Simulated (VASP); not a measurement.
GaN:

```
Ga N
1.0
     3.18000    0.00000    0.00000
    -1.59000    2.75396    0.00000
     0.00000    0.00000    5.16600
Ga N
2 2
Direct
  0.66667 0.33333 0.50000
  0.33333 0.66667 0.00000
  0.66667 0.33333 0.87500
  0.33333 0.66667 0.37500
```

```yaml
Program: VASP 6.6.1
Task: relaxation of cell and atoms
Functional: PW91
Potentials_or_basis: VASP PAW PBE potentials, release 64 (Ga_d, N)
Cutoff: 600 eV
k_mesh: 10 × 10 × 5
Occupations: fermi-dirac, width 0.05 eV
Spin: no spin polarisation
```

At the start: pressure 6.8 GPa; volume 11.31 Å³/atom.

Problem. How do energy, volume and symmetry change on relaxing?

Solution. Over 4 steps the energy falls by 9.8 meV/atom and the volume is 11.75 Å³/atom (+3.9 %); space group P6_3mc (No. 186, to 0.05 Å).

Step by step:
| step | energy change (eV) | largest force (eV/Å) | pressure (GPa) | volume (Å³) |
| --- | --- | --- | --- | --- |
| 1 | 0.0000 | 0.1348 | 6.78 | 45.24 |
| 2 | -0.0153 | 0.0690 | -4.91 | 48.45 |
| 3 | -0.0392 | 0.0037 | -0.14 | 47.02 |
| 4 | -0.0393 | 0.0064 | 0.05 | 46.98 |

Final structure:
```
Ga N
1.0
     3.21592    0.00000    0.00000
    -1.60796    2.78506    0.00000
     0.00000    0.00000    5.24573
Ga N
2 2
Direct
  0.66667 0.33333 0.49929
  0.33333 0.66667 0.99929
  0.66667 0.33333 0.87571
  0.33333 0.66667 0.37571
```

Caveat: the PAW data sets were made with another functional, which shifts forces and pressure a little.
